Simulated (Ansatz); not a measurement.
The system is NiO.

```xyz
2
Lattice="0.0000 2.0859 2.0859 2.0859 0.0000 2.0859 2.0859 2.0859 0.0000" Properties=species:S:1:pos:R:3 pbc="T T T"
Ni    0.0000    0.0000    0.0000
O     2.0859    2.0859    2.0859
```

| Item | Value |
| --- | --- |
| Program | Ansatz 0.2.0 |
| Task | single point |
| Functional | PBEsol |
| Potentials or basis | Ansatz PAW |
| Cutoff | 420 eV (not typed: the program's choice for these potentials) |
| k mesh | 11 × 11 × 11 |
| Occupations | fermi-dirac, width 0.05 eV |
| Spin | collinear spin, ferromagnetic start |
| Starting moments | [1.0, 0.0] μB |

On this cell: pressure -7.4 GPa; largest force zero by symmetry; net moment 1.40 μB per cell; site moments Ni +1.15; O +0.21 μB; band gap on the k mesh none (metal or under the smearing width).

The same run follows on a disturbed copy (atoms moved at random, drawn with an rms of 0.05 Å):

```
Ni O
1.0
     0.00000    2.08590    2.08590
     2.08590    0.00000    2.08590
     2.08590    2.08590    0.00000
Ni O
1 1
Direct
  0.99963 0.98326 0.01952
  0.50305 0.49315 0.49605
```

Task: What changes?

Result: The energy (extrapolated to zero smearing) moves by +2.6 meV/atom; pressure -6.8 GPa; largest force 0.173 eV/Å; net moment 1.44 μB per cell; site moments Ni +1.16; O +0.22 μB; band gap on the k mesh none (metal or under the smearing width).

Forces in eV/Å, atoms in the order of the input:
```
Ni  -0.084 -0.126  0.083
O    0.084  0.126 -0.083
```

Stress tensor (GPa, compression positive):
```
-6.90  0.01 -0.01
 0.01 -6.60 -0.01
-0.01 -0.01 -6.91
```

Caveats: a cell with one magnetic atom can't hold antiferromagnetic order, which such compounds often take; semilocal functionals often make such compounds metallic where correlation or magnetic order opens a gap, which also shifts bond lengths; the PAW data sets come from PBE, with cores solved anew for the run's functional, which leaves a small shift of forces and pressure.
